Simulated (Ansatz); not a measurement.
**Thermal expansion of W from its phonons**

Computed with DFT PBE, scalar-relativistic, plane waves, PAW in Ansatz 0.2.0. Cutoff 420 eV, 20×20×20 k-points (Γ-centred), Fermi-Dirac smearing of 0.15 eV. No spin polarisation. Phonons by linear response, acoustic sum rule imposed.

Relaxed structure:
```
W
1.0
    -1.59189    1.59189    1.59189
     1.59189   -1.59189    1.59189
     1.59189    1.59189   -1.59189
W
1
Direct
  0.00000 0.00000 0.00000
```

In a metal, frequencies depend on the k mesh and the smearing, soft modes most. Some empty bands missed the eigensolver's threshold. Spin–orbit coupling is left out, which matters for heavy elements.

Phonons on a 2×2×2 q mesh at 0.98, 1 and 1.02 times the equilibrium volume give γ = −d ln ν/d ln V, modes matched by rank. The cell has V = 16.14 Å³ with 1 atom and B = 303 GPa. Points of the mesh (fractions of the reciprocal vectors) with their weights out of 8; the acoustic modes at Γ are left out:

| q | weight | ν (cm⁻¹) | γ | degeneracy |
| --- | --- | --- | --- | --- |
| 0.00 0.00 -0.50 | 6 | 130 | 2.36 | 1 |
| 0.00 0.00 -0.50 | 6 | 144 | 0.98 | 1 |
| 0.00 0.00 -0.50 | 6 | 215 | 2.27 | 1 |
| -0.50 -0.50 -0.50 | 1 | 172 | 2.31 | 3 |

Q: Work out the volume expansion coefficient at 50, 100, 300 and 800 K in Grüneisen's theory.

A: Each mode holds c = k_B x² eˣ/(eˣ − 1)², x = hcν/k_BT (k_B = 0.695 cm⁻¹/K). Weighted over the mesh, C_V = Σ c, γ̄ = Σ cγ/C_V and α_V = γ̄ C_V/(BV):
```
T (K) C_V (k_B a cell)    γ̄  α_V (10⁻⁶/K)
   50              0.60  1.86           3.1
  100              1.68  1.90           9.0
  300              2.49  1.93          13.5
  800              2.61  1.93          14.2
```

The classical limit of C_V is 3n = 3 k_B, less the 3/8 k_B of the three modes left out, which leaves C_V and α_V about 12 % low even at high temperature. All γ are positive, so the crystal expands at every temperature. For a cubic crystal the linear coefficient is a third of α_V. A mesh this coarse misses long acoustic waves, so the low-temperature rows are rough; B and γ are held at their static values, and the electrons' part is left out.

Q: The zero-point energy of the cell, summed on a denser interpolated mesh, is 29.588, 28.445 and 27.323 meV at the three volumes. How far does it expand the lattice at 0 K?

A: P_zp = −dE_zp/dV = 2.265 meV / (0.645 Å³) × 0.16022 GPa Å³/meV = 0.562 GPa, so ΔV/V = P_zp/B = 0.19 %. This share is taken off a measured low-temperature volume before it is compared with a static calculation.